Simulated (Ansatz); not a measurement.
## Mn: the lowest state among those tried

We look at Mn: a test cell of our own (not relaxed), with 2 atoms per cell.

```
Mn
1.0
     2.80000    0.00000    0.00000
     0.00000    2.80000    0.00000
     0.00000    0.00000    2.80000
Mn
2
Direct
  0.00000 0.00000 0.00000
  0.50000 0.50000 0.50000
```

Numbers behind element symbols give the atom's place in this list.

Level of theory: DFT, PBE, norm-conserving potentials, plane waves, scalar-relativistic (Ansatz development build ahead of 0.2.0).

| Item | Value |
| --- | --- |
| Plane-wave cutoff | 1306 eV |
| k-point mesh | 4×4×4 (Γ-centred) |
| Occupations | Gaussian smearing, 0.1 eV |
| Valence electrons | 30 |

The mesh is coarse, so energy differences (and at times their sign) aren't converged.

Only collinear orders within this cell were tried; the true ground state may need a larger cell. No run was started with parallel moments, and none ended so: a ferromagnetic state, which may lie lower, is missing here.

**Question.** Which state comes out lowest among 3 converged runs with various starts and settings? Give the order and the site moments.

**Answer.** Non-magnetic.
